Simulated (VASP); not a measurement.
Input of a VASP 6.6.1 run:

The input INCAR:

```
SYSTEM = CdSe
PREC = Accurate
ENCUT = 520
EDIFF = 1E-7
ISMEAR = -1
SIGMA = 0.05
LREAL = .FALSE.
LASPH = .TRUE.
NELM = 80
ALGO = Normal
ISIF = 2
LWAVE = .FALSE.
LCHARG = .FALSE.
GGA = PS
NBANDS = 16
```

Contents of KPOINTS:

```
regular mesh
0
G
  8 8 8
  0 0 0
```

The input POSCAR:

```
CdSe
1.0
    0.0000000000      3.0702711986      3.0702711986
    3.0702711986      0.0000000000      3.0702711986
    3.0702711986      3.0702711986      0.0000000000
Cd Se
1 1
Direct
    0.0000000000      0.0000000000      0.0000000000
    0.2500000000      0.2500000000      0.2500000000
```

Potentials or basis: VASP PAW PBE potentials, release 64 (Cd, Se).

Run with:

```bash
$ cat potpaw_PBE.64/Cd/POTCAR potpaw_PBE.64/Se/POTCAR > POTCAR
$ mpirun -np 1 vasp_std > vasp.out
```

(1) Predict the pressure.

(2) Predict the band gap on the k mesh.

Answers

(1) -1.1 GPa.

(2) 0.43 eV, direct.

Caveat: the PAW data sets were made with another functional, which shifts forces and pressure a little.
